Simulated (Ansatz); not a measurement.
# Moving the functional in SnO2

The cell as given:

```cif
data_structure
_symmetry_space_group_name_H-M 'P 1'
_symmetry_Int_Tables_number 1
_cell_length_a 4.7380
_cell_length_b 4.7380
_cell_length_c 3.1865
_cell_angle_alpha 90.000
_cell_angle_beta 90.000
_cell_angle_gamma 90.000
_cell_volume 71.53
loop_
_atom_site_label
_atom_site_type_symbol
_atom_site_fract_x
_atom_site_fract_y
_atom_site_fract_z
_atom_site_occupancy
Sn1 Sn 0.50000 0.50000 0.50000 1
Sn2 Sn 0.00000 0.00000 0.00000 1
O1 O 0.80710 0.19290 0.50000 1
O2 O 0.69290 0.69290 0.00000 1
O3 O 0.19290 0.80710 0.50000 1
O4 O 0.30710 0.30710 0.00000 1
```

Kept alike: task relaxation of cell and atoms; k mesh 6 × 6 × 8; occupations fermi-dirac, width 0.05 eV; no spin polarisation. Program: Ansatz, Ansatz PAW. Cutoffs run from 420 to 500 eV. The mesh is that of the run's cell of 6 atoms. No spin-orbit coupling.

| run | band gap (eV) | volume (Å³/atom) | first edge of the run's cell (Å) | third edge of the run's cell (Å) |
| --- | --- | --- | --- | --- |
| A | 0.681 | 12.575 | 4.827 | 3.238 |
| B | 1.161 | 11.858 | 4.722 | 3.190 |
| C | 1.768 | 12.087 | 4.760 | 3.201 |

Gaps hold for each row's own relaxed cell. The relaxations keep at least the cell's symmetry (P4_2/mnm). Relaxations stop with a little pressure left, so the last digits of a volume or edge aren't settled. Ansatz's relaxations hold a Pulay term in the stress (up to 1.1 GPa here). A gap read on the mesh alone can miss an edge between its points. All rows use potentials made for PBE.

Q: The runs differ in the functional (and the cutoff that goes with it) alone: LDA; PBE; r2SCAN. Which run is which?

A: Run A is PBE; run B is LDA; run C is r2SCAN. The band gap runs from 0.681 (PBE) to 1.768 eV (r2SCAN). From PBE: LDA +0.480; r2SCAN +1.087. Measured: 3.6 eV (pmc:6679235, doi:10.3390/ma12142315); nearest r2SCAN, 1.832 eV off. Semilocal gaps fall short of quasiparticle gaps. The volume runs from 11.858 (LDA) to 12.575 Å³/atom (PBE). From PBE: LDA -0.717; r2SCAN -0.488. The first edge of the run's cell runs from 4.722 (LDA) to 4.827 Å (PBE). From PBE: LDA -0.105; r2SCAN -0.067. The third edge of the run's cell runs from 3.190 (LDA) to 3.238 Å (PBE). From PBE: LDA -0.048; r2SCAN -0.037.
